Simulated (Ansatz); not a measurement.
Na:

```
CELL_PARAMETERS angstrom
-2.14100 2.14100 2.14100
2.14100 -2.14100 2.14100
2.14100 2.14100 -2.14100
ATOMIC_POSITIONS crystal
Na 0.00000 0.00000 0.00000
```

Base run:

| Property | Result |
| --- | --- |
| Program | Ansatz 0.2.0 |
| Functional | PBEsol |
| Potentials or basis | all-electron LAPW, scalar-relativistic |
| Cutoff | 75 eV (chosen from the basis error) |
| Basis error allowed | 0.001 eV/atom |
| k mesh | 9 × 9 × 9 |
| Occupations | gaussian, width 0.05 eV |
| Spin | no spin polarisation |

Its results: band gap on the k mesh none (metal or under the smearing width); pressure -0.5 GPa.

**Question.** The run is repeated on the same cell with these changes: functional from PBEsol to LDA. What comes out?

**Answer.** Band gap on the k mesh none (metal or under the smearing width); pressure -1.1 GPa.

LDA binds more tightly than PBEsol, so the same cell stands under less pressure.
